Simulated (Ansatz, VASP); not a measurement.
## Zn in VASP and in Ansatz

```xyz
1
Lattice="0.0000 1.9222 1.9222 1.9222 0.0000 1.9222 1.9222 1.9222 0.0000" Properties=species:S:1:pos:R:3 pbc="T T T"
Zn    0.0000    0.0000    0.0000
```

Alike in both runs: functional PBEsol; k mesh 14 × 14 × 14; occupations fermi-dirac, width 0.05 eV; no spin polarisation.

Ansatz relaxed the structure, and its values are those at the end. VASP's run is a single point on that final structure, the one shown.

|  | VASP | Ansatz |
| --- | --- | --- |
| version | VASP 6.6.1 | Ansatz 0.2.0 |
| potentials or method | VASP PAW PBE potentials, release 64 (Zn) | PAW with Ansatz's default frozen-core files, scalar-relativistic |
| plane-wave cutoff (eV) | 520 | 420 |
| valence electrons in the cell | 12 | 12 |

Ansatz gave:

- pressure (GPa): 0.0

Q: Which values does VASP return?

A: Pressure (GPa): 0.4.

The functional is the same, so the differences come from potentials, cutoffs and numerics.

Caveats: the PAW data sets were made with another functional, which shifts forces and pressure a little (VASP).
